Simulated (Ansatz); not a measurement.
I need a Berry-phase polarisation of CaS, space group Fm-3m. Use Ansatz's Python interface. Settings (first run): RPBE, PAW, cutoff 653 eV, 4×4×4 k-points, fixed occupations.

```
Ca S
1.0
     0.00000    2.84300    2.84300
     2.84300    0.00000    2.84300
     2.84300    2.84300    0.00000
Ca S
1 1
Direct
  0.00000 0.00000 0.00000
  0.50000 0.50000 0.50000
```

`berry_cas.py`:
```python
"""Change of polarisation in CaS when one atom moves."""

import warnings

import ansatz as az
import numpy as np
from pymatgen.core import Lattice, Structure
from pymatgen.io.ase import AseAtomsAdaptor


def main() -> None:
    warnings.simplefilter("ignore", az.DeckWarning)

    pmg_structure = Structure(
        Lattice([[0.0, 2.843, 2.843], [2.843, 0.0, 2.843], [2.843, 2.843, 0.0]]),
        ["Ca", "S"],
        [
            [0.0, 0.0, 0.0],
            [0.5, 0.5, 0.5],
        ],
    )
    cas = az.Crystal.from_ase(AseAtomsAdaptor.get_atoms(pmg_structure))

    def solve(structure):
        return (
            structure.calculation()
            .functional("rpbe")
            .basis(24 * az.Ha)
            .kpoints(4, center="gamma")
            .occupations("fixed")
            .polarization()
            .run()
            .polarization()
        )


    vectors = np.array(cas.lattice.vectors)
    shifted = cas.move(0, to=np.array(cas.sites[0].position) + 0.03 * np.linalg.inv(vectors)[0])
    before, after = solve(cas), solve(shifted)
    for label, p in (("as typed", before), ("shifted", after)):
        print(label, "reduced polarisation:", [round(axis.reduced, 4) for axis in p.axes], "modulo", p.modulus)
    # take the change on the nearest branch, then turn it into a dipole per cell
    change = np.array([b.reduced - a.reduced for a, b in zip(before.axes, after.axes)])
    change -= before.modulus * np.round(change / before.modulus)
    dipole = change @ vectors
    print("dipole change (e A):", np.round(dipole, 4) + 0.0)
    print("column of the Born charge of", cas.sites[0].symbol, "for a shift along x:", np.round(dipole / 0.03, 2) + 0.0)


if __name__ == "__main__":
    main()
```

Output of `python berry_cas.py`:
```text
as typed reduced polarisation: [3.0, 3.0, 3.0] modulo 2
shifted reduced polarisation: [2.9874, 3.0126, 3.0126] modulo 2
dipole change (e A): [0.0715 0.     0.    ]
column of the Born charge of Ca for a shift along x: [2.38 0.   0.  ]
```

What to keep in mind:
- The settings weren't tested for convergence.
- The k-point mesh is coarse, and energy and stress weren't tested for convergence.
- Of the deposited cell: the entry's cell lengths or inner coordinates differ somewhat from later room-temperature determinations.
- The structure is a deposited one; some such entries were measured under pressure or heat, so a shift against it needn't be the functional's error alone.
- Polarisation is defined up to a quantum, so only the change along a continuous path has meaning.
- Finished in 5.4 s on 1 thread of Arm Neoverse V1, with other jobs on the host, peak memory 0.43 GiB.

(Lines on the test bed's own set-up are left out of the output.)
